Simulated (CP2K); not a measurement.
Runs of CP2K 2026.2 on PbSe (Clausthalite). Symmetry: Fm-3m, No. 225, cubic system. The conventional cell has a = 6.121 Å, b = 6.121 Å, c = 6.121 Å, α = 90.00°, β = 90.00°, γ = 90.00°. Pb (site symmetry m-3m) is surrounded by 6 Se at 3.06 Å. Se (site symmetry m-3m) is surrounded by 6 Pb at 3.06 Å. 

```csv
level,potentials or basis,smearing,EPS_DEFAULT,NGRIDS,points a segment of the path (NPOINTS),bands added on the path,CUTOFF of the grids,gap on the mesh (eV),pressure (GPa)
r2SCAN,"POTENTIAL_UZH Pb GTH-SCAN-q4, Se GTH-SCAN-q6; TZVP-MOLOPT-SCAN-GTH basis",fermi-dirac 0.0259 eV,1.0E-9,5,10,2,675 Ry,0.36,(b)
PBEsol,"POTENTIAL_UZH Pb GTH-PBE-q4, Se GTH-PBE-q6; TZVP-MOLOPT-PBE-GTH basis",fermi-dirac 0.0259 eV,1.0E-9,5,8,4,450 Ry,0.02,(a)
LDA,"GTH_POTENTIALS Pb GTH-PADE-q4, Se GTH-PADE-q6; TZVP-MOLOPT-PBE-GTH basis",fermi-dirac 0.1 eV,1.0E-10,4,6,6,450 Ry,0.16,-2.9
TB-mBJ,"POTENTIAL_UZH Pb GTH-PBE-q4, Se GTH-PBE-q6; TZVP-MOLOPT-PBE-GTH basis",fermi-dirac 0.05 eV,1.0E-10,5,10,6,675 Ry,0.40,-
```

Alike in all rows: task band structure; no spin polarisation; cell as given; k mesh 8 × 8 × 8.

Q: Estimate the missing entries.

A: (a) 1.6; (b) 0.1.

Caveats: spin-orbit coupling is left out, which as a rule narrows the gap of such compounds by several tenths of an eV; the basis of atomic orbitals isn't converged, which shifts pressures, moduli and gaps; the potentials were made for another functional, which shifts forces and pressure (some runs); this is a model potential without an energy functional, so only levels have meaning (some runs).

A k mesh can miss the band edges, and the runs leave out spin-orbit coupling on Pb, Se.

Runs at the PBE level aren't shown here.
